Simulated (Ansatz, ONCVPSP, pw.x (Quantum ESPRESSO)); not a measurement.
**nitrogen (N): one change to the ONCV potential, in the atom and in the bcc crystal**

nitrogen, optimised norm-conserving Vanderbilt (ONCV), made with ONCVPSP 4.0.1.1 (patched build) (PBE, scalar-relativistic). Core [He], reference 2s2 2p3. Waves: 2s: rc 1.15 bohr, ncon 4, nbas 7, qcut 7.2 1/bohr, 1 projector; 2p: rc 2.50 bohr, ncon 3, nbas 8, qcut 6.3 1/bohr, 1 projector. Local part: polynomial inside 0.80 bohr (lpopt 3, dvloc0 0 Ha). Core correction: polynomial model core, fcfact 0.65.

Change: p: qcut 4.

Cutoffs, loose and tight: the cutoffs (Ha) at which the residual kinetic energy of the hardest occupied pseudo-wave falls to 1 and 0.1 mHa per electron. They do not see the model core or the augmentation charge, which bear on the density cutoff. Test errors are all-electron minus pseudo excitation energies from the reference, over the configurations 2s2 2p2; 2s2 2p1; 2s2 2p0; 2s0 2p5; variants that change the core or the reference have their own tests.

Crystal test: bcc N in pw.x 7.5, no spin, 18³ k-points, Fermi–Dirac smearing 0.01 Ry, cutoffs set for each file from its atomic test. The reference is all-electron LAPW (Ansatz 0.2.0) with the same functional, mesh and smearing; V0 and B0 come from Birch–Murnaghan fits to the pressures at five volumes. Errors are pseudo minus all-electron; Δ is the rms difference of the E(V) curves that follow from these fits, minima aligned, over ±6 % about the mean V0. Mesh and smearing are coarse, so the numbers serve the comparison and aren't converged zero-temperature values; the lattice is a test structure that the element need not adopt. Spin polarisation is left out.

All-electron: a0 = 2.438 Å (V0 = 7.24 Å³/atom), B0 = 184.8 GPa.

Does the change bring the crystal closer to the all-electron result?

The mean pressure error goes from +5.96 to +29.56 GPa, so the change moves the solid further from the all-electron pressures.

```csv
quantity,base,changed
outcome (atom),generated,generated
"cutoff, loose (atom)",23 Ha,23 Ha
"cutoff, tight (atom)",65 Ha,65 Ha
bound ghosts (atom),none,none
largest test error (meV) (atom),+3537,+6939
cutoffs in pw.x (Ry),155/620,155/620
a0 (Å),2.464,–
a0 error (%),+1.07,–
B0 error (%),-5.1,–
Δ (meV/atom),9.2,–
mean pressure error (GPa),+5.96,+29.56
```

A dash: not determined, or the minimum lies outside the volumes sampled.

Base: The largest radius (2.50 bohr) exceeds half the bond length (2.00 bohr), so the spheres overlap, which is one possible source of error among others. This is a poor potential for the solid. The free energy does not fall steadily as the cutoff rises, most likely since the density grid, which shrinks with it, is too coarse for the model core; the lower cutoffs are not converged. Changed file: The largest radius (2.50 bohr) exceeds half the bond length (2.00 bohr), so the spheres overlap, which is one possible source of error among others. This is a poor potential for the solid. The free energy does not fall steadily as the cutoff rises, most likely since the density grid, which shrinks with it, is too coarse for the model core; the lower cutoffs are not converged.
